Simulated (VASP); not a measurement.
Given:

```xyz
2
Lattice="0.0000 3.0524 3.0524 3.0524 0.0000 3.0524 3.0524 3.0524 0.0000" Properties=species:S:1:pos:R:3 pbc="T T T"
Al     0.0000     0.0000     0.0000
Sb     1.5262     1.5262     1.5262
```

Computed with HSEsol screened hybrid, VASP's PBE PAW potentials (set 64) (plane waves; VASP). Settings: 520 eV cut-off, 6×6×6 Γ-centred mesh, Gaussian smearing of 0.050 eV, potentials Al Sb.

Unless said otherwise, spin-orbit coupling is left out, though it shifts the bands of the heavy elements here.

Task: What does the run give for the energy per atom (σ→0), band gap (on the k-mesh) with the smallest direct gap where there is one?

Result: 
The band gap (on the k-mesh) is 1.73 eV. The smallest direct gap (on the k-mesh) is 2.51 eV. The energy per atom (σ→0) comes out as -5.132 eV/atom.

Only differences to runs with the same potentials and settings are physical.

The compound is AlSb in the zinc blende structure. This cell is one point of a volume scan, at 0.94 of the reference volume. The cell's shape comes from a PBE relaxation.
